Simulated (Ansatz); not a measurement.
# Guessed and relaxed cells of ZnO

A trial structure of ZnO was built thus: random cell by space group and Wyckoff sites (Cmmm, No. 65). The dimensions are guesses.

start:

Space group Cmmm (No. 65). a = 4.422 Å, b = 5.012 Å, c = 2.568 Å, α = 90.00°, β = 90.00°, γ = 90.00°
```csv
atom,site,symmetry,x,y,z
Zn,2d,mmm,0.0000,0.0000,0.5000
O,2c,mmm,0.5000,0.0000,0.5000
```

These are results of Ansatz 0.2.0, DFT PBE, scalar-relativistic, plane waves, PAW, not measurements. Cutoff 420 eV, Gaussian smearing, Γ-centred meshes. Cell and atoms relax first on a coarse mesh and then on a converged one. In between, the cell is made exact in the group found at 0.06 Å. The steps can't lower the symmetry of their start. No spin polarisation in the relaxation; trial moments died out in a coarse test.

end:

Space group P4/mmm (No. 123). a = 2.848 Å, b = 2.848 Å, c = 4.751 Å, α = 90.00°, β = 90.00°, γ = 90.00°
| atom | site | symmetry | x | y | z |
| --- | --- | --- | --- | --- | --- |
| Zn | 1b | 4/mmm | 0.0000 | 0.0000 | 0.5000 |
| O | 1d | 4/mmm | 0.5000 | 0.5000 | 0.5000 |

The symmetry goes from Cmmm (No. 65) to P4/mmm (No. 123). The volume per atom grows by 35.5 %, from 14.2 to 19.3 Å³. The shortest distance goes from 2.21 Å (Zn–O) to 2.01 Å (Zn–O). The energy falls by about 0.90 eV/atom (the start's value is from the coarse mesh).

* Volume per atom: 19.3 Å³
* Density: 3.5 g/cm³
* Energy over the elements: −1.048 eV/atom
* Gap on the 12×12×8 mesh of the 2-atom cell: 0.22 eV

The zero of energy is the elements' standard structures at the same level (O₂ as a molecule); no fitted shifts are applied.

The last run used Gaussian smearing of 0.01 eV. No dispersion correction is applied, so the spacing and binding between layers, chains or molecules are poorly described. Kohn–Sham gaps at this level usually fall short of measured ones. Small gaps are read on the mesh alone, and bands can cross between its points. Symmetry constrained the relaxation, so the result can be a saddle point. In all, the 4 runs took 5.1 min on 1 thread of Arm Neoverse V2, on a shared host. Another cell of ZnO relaxed alike, in P4_2/mmc, lies 56 meV/atom lower, so this cell isn't the stable form at this level.
